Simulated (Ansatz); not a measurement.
# Cobalt, hcp: HSE06 after PBE

Aim: see what exact exchange does to the levels and moments, and what it costs. The geometry was relaxed under PBE beforehand and is kept. Exact exchange is dear, so the k-mesh is coarse, and PBE is run on the same mesh for comparison.

Computed with Ansatz 0.2.0 (DFT, plane waves (420 eV) with PBE-made PAW files, scalar-relativistic; functionals as named at each step, unless a step says otherwise).

**1. The system as given**

It takes space group P6_3/mmc (No. 194, hexagonal). The conventional cell has a = 2.494 Å, b = 2.494 Å, c = 4.028 Å, α = 90.00°, β = 90.00°, γ = 120.00°. Around Co (site symmetry -6m2) lie 12 Co at 2.48 to 2.49 Å.

As a file:

```cif
data_structure
_symmetry_space_group_name_H-M 'P6_3/mmc'
_symmetry_Int_Tables_number 194
_cell_length_a 2.4935
_cell_length_b 2.4935
_cell_length_c 4.0278
_cell_angle_alpha 90.000
_cell_angle_beta 90.000
_cell_angle_gamma 120.000
_cell_volume 21.69
loop_
_atom_site_label
_atom_site_type_symbol
_atom_site_symmetry_multiplicity
_atom_site_Wyckoff_symbol
_atom_site_fract_x
_atom_site_fract_y
_atom_site_fract_z
_atom_site_occupancy
Co1 Co 2 c 0.33333 0.66667 0.25000 1
```

Starting moments (μB): -1.69 ×2.

**2. PBE, coarse mesh**

The run with PBE.

input.yaml

```yaml
crystal:
  lattice:
    - [2.4935220239, 0.0, 0.0]
    - [-1.2467610119, 2.1594534176, 0.0]
    - [0.0, 0.0, 4.027786133]
  atoms:
    - { symbol: Co, position: [0.3333333333, 0.6666666667, 0.25], spin: -1.69 }
    - { symbol: Co, position: [0.6666666667, 0.3333333333, 0.75], spin: -1.69 }
hamiltonian:
  xc: pbe
  pseudopotentials:
    kind: paw
    azcp:
      Co: "pseudopotentials/Co.paw.azcp"
basis:
  ecutwfc: 420
  fft_grid_basis: typed
kpoints:
  mp_grid: { grid: [7, 7, 4], shift: [0, 0, 0] }
magnetization:
  spin_polarized: true
scf:
  occupations: { method: fermi_dirac, width: 0.1 }
```

Log, cut to the lines that bear on the results:

```text
Warning: RAYON_NUM_THREADS=4 ignored (pool sized by the plan → 4); use --threads N
[...]
Pseudopotentials: kind: paw
Pseudopotential: Co, paw, valence charge 17, recommended cutoff 420 eV (normal), <dir>
Functional definition: PBE
[...]
Crystal: 2 atoms, lattice volume = 21.688 Å³
Basis set: ecut = 420 eV, 403 PW (Γ)
Bands: 23, of which v1, the nominal top of the filled ones, is band 17 counted from 1 (16 counted from 0)
Symmetry: 24 space group operations
Space group: P63/mmc (ITA 194), of the structure as read, at distance tolerance 2.8e-5 Å
Magnetic group: BNS 194.263 (UNI 1493), of the structure as read, at distance tolerance 2.8e-5 Å
k-points: 24 of 196
[...]
Starting moments: Σ|m| = 3.38 μB on 2 of 2 sites
[...]
SCF iter   1: F=—  HF=-10251.696177 eV  |F-HF|=—  |Δ(HF+E_count)|=         —  Δρ=1.08e-1 (↑1.08e-1 ↓2.85e-2)  dr2=2.34e0  dr2_m=3.23e-1  M=-3.323 μB ∫|m|=3.461 μB  β_m=0.30  ethr=3.10e-3  ⟨swp⟩=4.9  Hψ=4063  notcnv=0
[...]
SCF iter   9: F=-10252.304843 eV  HF=-10252.304843 eV  |F-HF|=6.46e-9  |Δ(HF+E_count)|=   3.42e-8  Δρ=1.14e-5 (↑1.14e-5 ↓9.97e-6)  dr2=4.40e-9  dr2_m=1.58e-8  M=-3.206 μB ∫|m|=3.517 μB  ethr=8.12e-11  ⟨swp⟩=1.0  Hψ=2908  notcnv=0
[...]
SCF converged after 9 iterations
Magnetization: -3.2063 μB (15.3969 up, 18.6031 down)
Absolute magnetization: 3.5179 μB (∫|ρ↑−ρ↓|, with the PAW one-centre terms)
Spin contamination: 0.0564 ħ² per cell (⟨S²⟩ above its minimum at these occupations)
Per-site moments (μB) at R_I (Å): [(-1.6749235024787874, 1.0211617235325416), (-1.674923502478787, 1.0211617235325416)]
Free energy (F): -10252.304843 eV
[...]
E sigma→0 (E₀):  -10252.269910 eV
Entropy (-TS):   -0.069866 eV (-34.933 meV/atom)
Fermi energy:    18.706497 eV
[...]
```

Run time: 0.53 s. Hardware: 4 threads of an x86-64 CPU, shared host; peak memory 0.41 GiB.

**3. HSE06 on the coarse mesh**

The run with HSE06.

input.yaml, as its differences from that of step 2:

```diff
@@ -9,3 +9,3 @@
 hamiltonian:
-  xc: pbe
+  xc: hse06
   pseudopotentials:
```

Log, cut to the lines that bear on the results:

```text
Warning: RAYON_NUM_THREADS=4 ignored (pool sized by the plan → 4); use --threads N
[...]
Pseudopotentials: kind: paw
Pseudopotential: Co, paw, valence charge 17, recommended cutoff 420 eV (normal), <dir>
Functional definition: HSE06
[...]
Crystal: 2 atoms, lattice volume = 21.688 Å³
Basis set: ecut = 420 eV, 403 PW (Γ)
Bands: 23, of which v1, the nominal top of the filled ones, is band 17 counted from 1 (16 counted from 0)
Symmetry: 24 space group operations
Space group: P63/mmc (ITA 194), of the structure as read, at distance tolerance 2.8e-5 Å
Magnetic group: BNS 194.263 (UNI 1493), of the structure as read, at distance tolerance 2.8e-5 Å
k-points: 24 of 196
[...]
Starting moments: Σ|m| = 3.38 μB on 2 of 2 sites
[...]
hybrid SCF converged: 3 outer / 24 inner (+15 warm-up), last move |dexx| = 2.37e-6 eV, tail = 3.24e-7 eV
Magnetization: -3.7987 μB (15.1006 up, 18.8994 down)
Absolute magnetization: 4.7743 μB (∫|ρ↑−ρ↓|, with the PAW one-centre terms)
Spin contamination: 0.2632 ħ² per cell (⟨S²⟩ above its minimum at these occupations)
Per-site moments (μB) at R_I (Å): [(-2.100831936086063, 1.0211617235325416), (-2.1008319360860623, 1.0211617235325416)]
Free energy (F): -10247.994145 eV
Frozen-core exchange: fock
[...]
E sigma→0 (E₀):  -10247.976130 eV
Entropy (-TS):   -0.036029 eV (-18.015 meV/atom)
Fermi energy:    18.905464 eV
[...]
--- Band table (eV; the first three rows and the last of 48) ---
[... band rows left out ...]
[...]
  guard bands above this table: 2 of the run's 23 bands, where the rule asks 3: the bands that hold charge and the lowest empty level above them stay in the table. The solve was not asked for them (output.publish_guard_bands: true or output.eigenvalues: true publishes all)
```

Run time: 6.6 s. Hardware: 4 threads of an x86-64 CPU, shared host; peak memory 0.8 GiB.

**4. Side by side**

| functional | gap on the mesh | Fermi energy (eV) | magnetic state | SCF cycles | exchange loops | CPU time |
| --- | --- | --- | --- | --- | --- | --- |
| PBE | none (levels filled in part) | 18.706 | ferromagnetic, up to 1.67 μB per atom | 9 | - | 1.3 s |
| HSE06 | none (levels filled in part) | 18.905 | ferromagnetic, up to 2.10 μB per atom | 39 | 3 | 21 s |

**5. Outcome**

| quantity | value |
| --- | --- |
| PBE: gap | none (levels filled in part) |
| PBE: magnetic state | ferromagnetic, up to 1.67 μB per atom |
| HSE06: gap | none (levels filled in part) |
| HSE06: magnetic state | ferromagnetic, up to 2.10 μB per atom |
| HSE06: SCF cycles, exchange loops | 39, 3 |
| HSE06: CPU time over that of PBE | 16 |

**Reading.** Neither PBE nor HSE06 shows a clean gap on this mesh. Moments change from 1.67 μB to 2.10 μB at most; exact exchange favours larger moments in itinerant magnets. The hybrid took 16 times as much CPU time as PBE on the same settings. The exchange operator of HSE06 was renewed in 3 outer loops. Absolute energies differ from functional to functional, by eV per atom at times, and say nothing by themselves.
